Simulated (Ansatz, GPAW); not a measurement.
This is a calculation of MnS for Ansatz 0.2.0. 

The input input.yaml:

```yaml
crystal:
  lattice:
    - [0.0, 2.6045, 2.6045]
    - [2.6045, 0.0, 2.6045]
    - [2.6045, 2.6045, 0.0]
  atoms:
    - { symbol: Mn, position: [0.0, 0.0, 0.0], spin: 4.0 }
    - { symbol: S, position: [0.5, 0.5, 0.5] }
kpoints:
  mp_grid: { grid: [9, 9, 9] }
scf:
  occupations: { method: gaussian, width: 0.02 }
hamiltonian:
  xc: pbe
  pseudopotentials: { kind: all_electron, lapw: { basis_error: 0.001 } }
magnetization:
  spin_polarized: true
output:
  forces: true
  stress: true
  eigenvalues: true
```

Potentials or basis: all-electron LAPW, scalar-relativistic.

Launch:

```bash
$ ansatz run input.yaml --threads 2 --pin off --max-ram 6144MiB --backend cpu --events-out ev --progress --plain --runs-dir out
```

What does the same run look like in GPAW 26.7.0 (ASE script)? Potentials or basis there: GPAW PAW data sets (gpaw-data 1.2.1), cutoff 600 eV.

As run (cutoffs and basis follow the program's own potentials, and thresholds, step limits or extra output files can differ):

run.py

```python
from ase import Atoms
from ase.dft.bandgap import bandgap
from ase.io import write
from ase.units import GPa
from gpaw import GPAW, PW

atoms = Atoms(['Mn', 'S'],
              cell=[[0.0, 2.6045, 2.6045],
                    [2.6045, 0.0, 2.6045],
                    [2.6045, 2.6045, 0.0]],
              scaled_positions=[[0.0, 0.0, 0.0],
                                [0.5, 0.5, 0.5]],
              pbc=True)
atoms.set_initial_magnetic_moments([4.0, 0.0])

calc = GPAW(mode=PW(600),
            xc='PBE',
            kpts={'size': (9, 9, 9), 'gamma': True},
            occupations={'name': 'methfessel-paxton', 'order': 0, 'width': 0.02},
            nbands=21,
            convergence={'density': 1e-05, 'energy': 1e-05},
            maxiter=150,
            txt='gpaw.txt')
atoms.calc = calc
energy = atoms.get_potential_energy()
forces = atoms.get_forces()
stress = atoms.get_stress()
calc.write('gs.gpw')
write('result.traj', atoms)
print(f'Energy: {energy:.6f} eV')
print('Forces (eV/A):')
print(forces.round(4))
print('Stress (GPa):', (stress / GPa).round(3))
print('Moments:', calc.get_magnetic_moments().round(3))
print('Fermi level:', round(calc.get_fermi_level(), 4), 'eV')
print(f'Gap: {bandgap(calc)[0]:.4f} eV, direct: {bandgap(calc, direct=True)[0]:.4f} eV')
```

Potentials or basis: GPAW PAW data sets (gpaw-data 1.2.1), pw.

Run with:

```console
$ OMP_NUM_THREADS=1 python run.py
```

Both were run:

|  | Ansatz | GPAW |
| --- | --- | --- |
| Pressure | -2.8 GPa | -2.9 GPa |
| Net moment | 4.72 μB per cell | 4.71 μB per cell |

Where Ansatz's input types no cutoff or centring, it takes its own default and a Γ-centred mesh.

The magnetic state is the one that the start led to; the real crystal's order can differ.

Pressure is positive in compression.
